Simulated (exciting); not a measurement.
**Core excitons at the O K edge of KTaO3**

How far do the exchange and direct terms reshape the O K edge of KTaO3?

Method: X-ray absorption, core-level Bethe-Salpeter equation, exchange and statically screened direct term, Tamm-Dancoff, all-electron LAPW+lo PBEsol, in exciting sodium.

Report form: the programs' logs are mostly left out.

## Step 1: Starting point

It takes space group Pm-3m (No. 221, cubic). The conventional cell has a = 3.988 Å, b = 3.988 Å, c = 3.988 Å, α = 90.00°, β = 90.00°, γ = 90.00°. Ta has 6 O at 1.99 Å nearest. Nearest to K lie 12 O at 2.82 Å. Nearest to O lie 2 Ta at 1.99 Å and 4 K at 2.82 Å. Farther neighbours and most contacts between anions are not listed.

Structure file:

```xyz
5
Lattice="3.9883 0.0000 0.0000 0.0000 3.9883 0.0000 0.0000 0.0000 3.9883" Properties=species:S:1:pos:R:3 pbc="T T T"
Ta    0.0000    0.0000    0.0000
K     1.9942    1.9942    1.9942
O     0.0000    0.0000    1.9942
O     0.0000    1.9942    0.0000
O     1.9942    0.0000    0.0000
```

Differences between curves are given as r.m.s. difference over r.m.s. height.

## Step 2: The self-consistent potential

The species files are the program's own, with muffin-tin radii set in the input.

input.xml reads:

```
<input>
  <title>KTaO3</title>
  <structure speciespath="." autormt="false" epslat="1.0e-5">
    <crystal>
      <basevect>7.5367947015 0.0000000000 0.0000000000</basevect>
      <basevect>0.0000000000 7.5367947015 0.0000000000</basevect>
      <basevect>0.0000000000 0.0000000000 7.5367947015</basevect>
    </crystal>
    <species speciesfile="Ta.xml" rmt="2.119">
      <atom coord="0.0000000000 0.0000000000 0.0000000000"/>
    </species>
    <species speciesfile="K.xml" rmt="2.331">
      <atom coord="0.5000000000 0.5000000000 0.5000000000"/>
    </species>
    <species speciesfile="O.xml" rmt="1.536">
      <atom coord="0.0000000000 0.0000000000 0.5000000000"/>
      <atom coord="0.0000000000 0.5000000000 0.0000000000"/>
      <atom coord="0.5000000000 0.0000000000 0.0000000000"/>
    </species>
  </structure>
  <groundstate do="fromscratch" xctype="GGA_PBE_SOL" ngridk="4 4 4" rgkmax="7" gmaxvr="14" nempty="8" swidth="0.001" maxscl="100" epsengy="1e-5"/>
</input>
```

Launch:

```
OMP_NUM_THREADS=1 mpirun -n 2 exciting
```

Wall time 1.7 min (2 MPI ranks of Arm Neoverse V1, shared host).

The warnings file holds hints only, no warning.

The mesh shows a gap of 2.12 eV. Core levels (Dirac, from the valence top):

| atom | level | energy (eV) |
| --- | --- | --- |
| O | 1s1/2 | -502.2 |

## Step 3: A richer basis for the empty states

Each species file gets more local orbitals, built from u and its energy derivative at 0.15 Ha and u at 0.9 Ha.

input.xml is that of step 2.

SPECIES.xml, added lines reads:

```
<lo l="L">  <!-- L = 0, 1, 2, and 3 from Cs on -->
  <wf matchingOrder="0" trialEnergy="0.1500" searchE="false"/>
  <wf matchingOrder="1" trialEnergy="0.1500" searchE="false"/>
  <wf matchingOrder="0" trialEnergy="0.9000" searchE="false"/>
</lo>
```

Launch:

```
OMP_NUM_THREADS=1 mpirun -n 2 exciting
```

Run time: 1.9 min. Hardware: 2 MPI ranks.

Against the first ground state the total energy moves by -8 meV an atom and the gap by 0.00 eV.

## Step 4: Screening, kernels and BSE for O atom 3

The absorber has 2 Ta at 1.99 Å (linear, site symmetry 4/mmm).

Edit input.xml of step 3 so:

```diff
@@ -20,3 +20,20 @@
   </structure>
-  <groundstate do="fromscratch" xctype="GGA_PBE_SOL" ngridk="4 4 4" rgkmax="7" gmaxvr="14" nempty="8" swidth="0.001" maxscl="100" epsengy="1e-5"/>
+  <groundstate do="skip" xctype="GGA_PBE_SOL" ngridk="4 4 4" rgkmax="7" gmaxvr="14" nempty="8" swidth="0.001" maxscl="100" epsengy="1e-5"/>
+  <xs xstype="BSE" ngridk="4 4 4" ngridq="4 4 4" vkloff="0.097 0.273 0.493" rgkmax="7" nempty="38" gqmax="3" lmaxapwwf="5" lmaxemat="2" broad="0.01654" tevout="true">
+    <energywindow intv="18.092 19.709" points="439"/>
+    <screening screentype="full" nempty="58"/>
+    <BSE xas="true" xasspecies="3" xasatom="1" xasedge="K" bsetype="singlet" nstlxas="1 34"/>
+    <qpointset>
+      <qpoint>0 0 0</qpoint>
+    </qpointset>
+    <plan>
+      <doonly task="xsgeneigvec"/>
+      <doonly task="writepmatxs"/>
+      <doonly task="scrgeneigvec"/>
+      <doonly task="scrwritepmat"/>
+      <doonly task="screen"/>
+      <doonly task="scrcoulint"/>
+      <doonly task="exccoulint"/>
+    </plan>
+  </xs>
 </input>
```

input.xml for the last start (plan only) reads:

```
  <plan>
    <doonly task="bse"/>
  </plan>
```

Launch:

```
OMP_NUM_THREADS=1 mpirun -n 2 exciting
OMP_NUM_THREADS=2 exciting
```

Wall time 36 min (2 MPI ranks).

Wall time by task: xsgeneigvec 34 s, writepmatxs 14 s, scrgeneigvec 31 s, scrwritepmat 8.5 s, screen 6.3 min, scrcoulint 15 min, exccoulint 12 min, bse 69 s.

The O K spectrum of O atom 3 (energy from the Kohn–Sham onset, core level to the lowest empty state found on the meshes used, 504.31 eV; the ground-state mesh sets it, and the shifted mesh has its lowest transition 0.20 eV above it; Im ε scaled to the maximum of the singlet run; cut below the end of the band set):

| E (eV) | Im ε |
| --- | --- |
| -4.0 | 0.02 |
| -3.5 | 0.03 |
| -3.0 | 0.04 |
| -2.5 | 0.05 |
| -2.0 | 0.07 |
| -1.5 | 0.10 |
| -1.0 | 0.18 |
| -0.5 | 0.41 |
| 0.0 | 0.77 |
| 0.5 | 0.70 |
| 1.0 | 0.96 |
| 1.5 | 0.80 |
| 2.0 | 0.39 |
| 2.5 | 0.26 |
| 3.0 | 0.21 |
| 3.5 | 0.22 |
| 4.0 | 0.35 |
| 4.5 | 0.66 |
| 5.0 | 0.68 |
| 5.5 | 0.73 |
| 6.0 | 0.89 |
| 6.5 | 0.95 |
| 7.0 | 0.97 |
| 7.5 | 0.85 |
| 8.0 | 0.74 |
| 8.5 | 0.54 |
| 9.0 | 0.42 |
| 9.5 | 0.38 |
| 10.0 | 0.35 |
| 10.5 | 0.43 |
| 11.0 | 0.44 |
| 11.5 | 0.46 |
| 12.0 | 0.48 |
| 12.5 | 0.39 |
| 13.0 | 0.33 |
| 13.5 | 0.26 |
| 14.0 | 0.19 |
| 14.5 | 0.14 |
| 15.0 | 0.12 |
| 15.5 | 0.12 |
| 16.0 | 0.13 |
| 16.5 | 0.14 |
| 17.0 | 0.17 |
| 17.5 | 0.20 |
| 18.0 | 0.27 |
| 18.5 | 0.34 |
| 19.0 | 0.32 |
| 19.5 | 0.34 |
| 20.0 | 0.40 |
| 20.5 | 0.29 |
| 21.0 | 0.23 |
| 21.5 | 0.19 |
| 22.0 | 0.15 |
| 22.5 | 0.13 |
| 23.0 | 0.12 |
| 23.5 | 0.10 |
| 24.0 | 0.08 |
| 24.5 | 0.06 |
| 25.0 | 0.07 |
| 25.5 | 0.09 |

Maxima (height): 0.0 eV (0.78), 1.1 eV (1.00), 6.9 eV (0.97), 11.9 eV (0.49), 18.5 eV (0.34) and 19.9 eV (0.40).

The Hamiltonian has 4352 rows. The lowest groups of eigenvalues and the brightest ones, on the scale above (the program counts from the shifted mesh's onset, 0.20 eV higher). Core spinors bring spin-forbidden partners, so dark means forbidden by spin or by symmetry, and the shifted mesh splits states that symmetry would keep together:

| energy (eV) | states within 10 meV | relative strength |
| --- | --- | --- |
| -0.322 | 2 | 1.9e-4 |
| -0.275 | 2 | 0.0018 |
| -0.246 | 2 | 7.7e-4 |
| -0.197 | 2 | 0.0023 |
| -0.132 | 3 | 0.0014 |
| -0.108 | 1 | 0.92 |
| -0.022 | 1 | 1.00 |
| 0.944 | 3 | 0.77 |
| 1.271 | 4 | 0.48 |
| 1.300 | 2 | 0.50 |
| 4.461 | 3 | 0.90 |
| 7.957 | 2 | 0.43 |

## Step 5: Independent particles

Edit input.xml of step 4 so:

```diff
@@ -24,3 +24,3 @@
     <screening screentype="full" nempty="58"/>
-    <BSE xas="true" xasspecies="3" xasatom="1" xasedge="K" bsetype="singlet" nstlxas="1 34"/>
+    <BSE xas="true" xasspecies="3" xasatom="1" xasedge="K" bsetype="IP" nstlxas="1 34"/>
     <qpointset>
@@ -29,9 +29,3 @@
     <plan>
-      <doonly task="xsgeneigvec"/>
-      <doonly task="writepmatxs"/>
-      <doonly task="scrgeneigvec"/>
-      <doonly task="scrwritepmat"/>
-      <doonly task="screen"/>
-      <doonly task="scrcoulint"/>
-      <doonly task="exccoulint"/>
+      <doonly task="bse"/>
     </plan>
```

Launch:

```
OMP_NUM_THREADS=2 exciting
```

The job ended after 3 s (2 threads).

Maxima (height): 2.7 eV (0.76), 9.0 eV (0.90), 11.6 eV (0.49), 13.4 eV (0.75) and 20.9 eV (0.53). The spectrum differs from the singlet run by 71 % r.m.s. Moving the earlier curve by +2.1 eV leaves 28 %. The highest maximum lies at 9.0 eV (0.90), against 1.1 eV (1.00).

## Step 6: Exchange alone

Edit input.xml of step 5 so:

```diff
@@ -24,3 +24,3 @@
     <screening screentype="full" nempty="58"/>
-    <BSE xas="true" xasspecies="3" xasatom="1" xasedge="K" bsetype="IP" nstlxas="1 34"/>
+    <BSE xas="true" xasspecies="3" xasatom="1" xasedge="K" bsetype="RPA" nstlxas="1 34"/>
     <qpointset>
```

Launch:

```
OMP_NUM_THREADS=2 exciting
```

The job ended after 69 s (2 threads).

Maxima (height): 2.7 eV (0.73), 9.1 eV (0.89), 11.6 eV (0.49), 13.5 eV (0.77) and 20.9 eV (0.53). Against the independent-particle run the r.m.s. difference is 3 %.

## Step 7: From independent particles to the full kernel

| level | curve passes 0.15 (eV) | highest maximum (eV) | its height |
| --- | --- | --- | --- |
| IP | 0.4 | 9.0 | 0.90 |
| RPA | 0.5 | 9.1 | 0.89 |
| singlet | -1.1 | 1.1 | 1.00 |

| E (eV) | IP | RPA | singlet |
| --- | --- | --- | --- |
| -4.0 | 0.01 | 0.01 | 0.02 |
| -3.0 | 0.01 | 0.01 | 0.04 |
| -2.0 | 0.02 | 0.02 | 0.07 |
| -1.0 | 0.03 | 0.03 | 0.18 |
| 0.0 | 0.08 | 0.08 | 0.77 |
| 1.0 | 0.18 | 0.17 | 0.96 |
| 2.0 | 0.34 | 0.32 | 0.39 |
| 3.0 | 0.71 | 0.70 | 0.21 |
| 4.0 | 0.35 | 0.35 | 0.35 |
| 5.0 | 0.19 | 0.19 | 0.68 |
| 6.0 | 0.33 | 0.31 | 0.89 |
| 7.0 | 0.47 | 0.45 | 0.97 |
| 8.0 | 0.65 | 0.63 | 0.74 |
| 9.0 | 0.90 | 0.88 | 0.42 |
| 10.0 | 0.72 | 0.72 | 0.35 |
| 11.0 | 0.47 | 0.48 | 0.44 |
| 12.0 | 0.47 | 0.47 | 0.48 |
| 13.0 | 0.68 | 0.68 | 0.33 |
| 14.0 | 0.63 | 0.66 | 0.19 |
| 15.0 | 0.33 | 0.35 | 0.12 |
| 16.0 | 0.20 | 0.21 | 0.13 |
| 17.0 | 0.17 | 0.18 | 0.17 |
| 18.0 | 0.18 | 0.19 | 0.27 |
| 19.0 | 0.28 | 0.28 | 0.32 |
| 20.0 | 0.30 | 0.30 | 0.40 |
| 21.0 | 0.52 | 0.53 | 0.23 |
| 22.0 | 0.40 | 0.42 | 0.15 |
| 23.0 | 0.25 | 0.26 | 0.12 |
| 24.0 | 0.16 | 0.17 | 0.08 |
| 25.0 | 0.09 | 0.09 | 0.07 |

## Step 8: Outcome

```
absorber and edge   : O K, atom 3
surroundings        : 2 Ta at 1.99 Å (linear, site symmetry 4/mmm)
first bright state  : -0.11 eV from the Kohn–Sham onset, on this mesh
highest maximum     : 1.1 eV
cost of the BSE run : 36 min on 2 MPI ranks of Arm Neoverse V1, shared host; the last task ran on as many threads
```

What this shows: Is a core exciton bound? Undecided on this mesh: the first bright state (over 5 % of the brightest) lies at -0.11 eV from the Kohn–Sham onset and at -0.30 eV from the lowest bare transition of its own mesh; weaker or dark states reach down to -0.32 eV. Exchange alone changes the independent-particle spectrum by 3 % r.m.s. A mesh of 64 points doesn't converge binding energies, and fine structure above the first lines is partly noise of the mesh. The kernel cutoff is low for a compact core orbital, so the effect of exchange is a lower bound. The zero comes from the unshifted 4×4×4 ground-state mesh; it is exact only where the band minimum lies on that mesh. The Kohn–Sham onset, 504 eV, is no photon energy: the scale needs a rigid shift. No quasiparticle correction widens the gap or stretches the bands. Vibrations and energy-dependent lifetimes are left out. The structure is a published determination, not relaxed.

[Logs are printed without paths, hosts, clocks, repeated set-up lines and the standing remarks that a program may print on its own settings, such as how far it seeks lower states.]

[Hosts, paths, dates, database ids (printed as entryN), source tags and the programs' standing remarks are cut or masked in the printed files.]
